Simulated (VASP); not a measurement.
A run of VASP 6.6.1 is set up as follows.

INCAR

```
SYSTEM = BP
  PREC = Accurate
  ENCUT = 520
  EDIFF = 1E-6
  ISMEAR = 0
  SIGMA = 0.05
  LREAL = .FALSE.
  LASPH = .TRUE.
  NELM = 60
  ALGO = Normal
  ISIF = 2
  LWAVE = .FALSE.
  LCHARG = .TRUE.
  GGA = PE
  LELF = .TRUE.
  LVHAR = .TRUE.
  NBANDS = 11
```

Contents of KPOINTS:

```
regular mesh
0
G
  12 12 12
  0 0 0
```

Contents of POSCAR:

```
BP
1.0
    0.0000000000      2.1931691222      2.3766462096
    2.3766462096      0.0000000000      2.3766462096
    2.3766462096      2.1931691222      0.0000000000
B P
1 1
Direct
    0.0000000000      0.0000000000      0.0000000000
    0.7500000000      0.7500000000      0.7500000000
```

Potentials or basis: VASP PAW PBE potentials, release 64 (B, P).

The run is started by

```bash
$ cat potpaw_PBE.64/B/POTCAR potpaw_PBE.64/P/POTCAR > POTCAR
$ mpirun -np 1 vasp_std > vasp.out
```

Question: Predict the pressure.

Answer: -7.9 GPa.

Question: Estimate the band gap on the k mesh.

Answer: 0.18 eV, indirect (least direct gap 2.58 eV).

Stress tensor (GPa, compression positive):
```
-13.95   0.00   0.00
  0.00   4.34   0.00
  0.00   0.00 -13.95
```

A k mesh can miss the band edges.
